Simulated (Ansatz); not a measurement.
## Cs2SnI6: I-127 nuclear quadrupole resonance

Cell: an entry of the Crystallography Open Database (COD), its atoms then relaxed with PBE in this cell.

```cif
data_Cs2SnI6
_symmetry_space_group_name_H-M 'Fm-3m'
_symmetry_Int_Tables_number 225
_cell_length_a 11.6300
_cell_length_b 11.6300
_cell_length_c 11.6300
_cell_angle_alpha 90.000
_cell_angle_beta 90.000
_cell_angle_gamma 90.000
loop_
_atom_site_label
_atom_site_type_symbol
_atom_site_symmetry_multiplicity
_atom_site_Wyckoff_symbol
_atom_site_fract_x
_atom_site_fract_y
_atom_site_fract_z
Cs Cs 8 c 0.2500 0.2500 0.2500
Sn Sn 4 a 0.0000 0.0000 0.0000
I I 24 e 0.2488 0.5000 0.5000
```

One atom of each set is listed; the run and its k-mesh use a cell of 9 atoms with edges of 8.22, 8.22, 8.22 Å.

Level of theory: DFT, PBE, plane waves and PAW, with spin–orbit coupling, 420 eV cutoff, Γ-centred 5×5×5 k-points, Fermi–Dirac smearing 0.02 eV (Ansatz 0.2.0).

I-127: I = 5/2, Q = -688.2 mb (year-2017 value). Static lattice, zero field.

Question: The simulated lines lie at 133.3, 266.6 MHz. What are |C_Q|, η and |V_zz| at I?

Answer: For I = 5/2 and η = 0 the lines are 3|C_Q|/20 and twice that; η pulls their ratio below 2. Here |C_Q| = 889 MHz, η = 0.00 and |V_zz| = 53.4 × 10²¹ V/m². The calculation gives V_zz positive; the lines don't show the sign. The site has 1 Sn at 2.89 Å.

An axis of threefold or higher order runs through I, so V_zz lies along it and η is zero.

With no gap above 0.1 eV, as in a metal, the gradients converge slowly in k; expect changes of a tenth or more on a denser mesh. Semilocal functionals make gaps too small and can close them, so the real compound need not be a metal.
